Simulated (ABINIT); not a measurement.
A run of ABINIT 10.8.3 (patched build) is set up as follows.

File run.abi:

```
ndtset 7
getwfk -1
scalecart1 3*0.9795861087
scalecart2 3*0.9864848297
scalecart3 3*0.9932883884
scalecart4 3*1.0000000000
scalecart5 3*1.0066227096
scalecart6 3*1.0131594038
scalecart7 3*1.0196128224

pp_dirpath "./"
pseudos "Te.GGA_PBE-JTH.xml"

acell 3*1.0
rprim
     7.2193007367    -4.0595145742     0.0000000000
     7.2193007367     4.0595145742     0.0000000000
    -0.1781839153     0.0000000000    11.2931746303
ntypat 1
znucl 52
natom 3
typat 1 1 1
chkprim 0
chksymtnons 0
tolsym 1.0e-6
xred
     0.0000000000     0.0000000000     0.0000000000
     0.3094466100     0.3094466100     0.3388094900
     0.6905533900     0.6905533900     0.6611905100

ecut 408.170794 eV
pawecutdg 30.0

kptopt 1
ngkpt 7 7 5
nshiftk 1
shiftk 0.0 0.0 0.0

ixc 11

nband 13
occopt 3
tsmear 0.05 eV

nstep 100
tolvrs 1.0e-9

iomode 3
prtwf 1
prtden 0
prteig 0
prtebands 0
enunit 2
```

Potentials or basis: JTH PAW PBE v2.0.

Command:

```sh
$ abinit run.abi > log 2>&1
```

(1) Predict the pressure derivative of the bulk modulus.

(2) Estimate the equilibrium volume.

(3) What does it give for the bulk modulus at fixed shape and positions?

## Answers

(1) 4.7.

(2) 33.06 Å³/atom.

(3) 49 GPa.

Caveat: pressures at fixed basis lie under the slope of the energies; the cell was scaled at fixed shape and fractional positions, which overstates the stiffness of a crystal with free parameters, most of all of layers and chains.
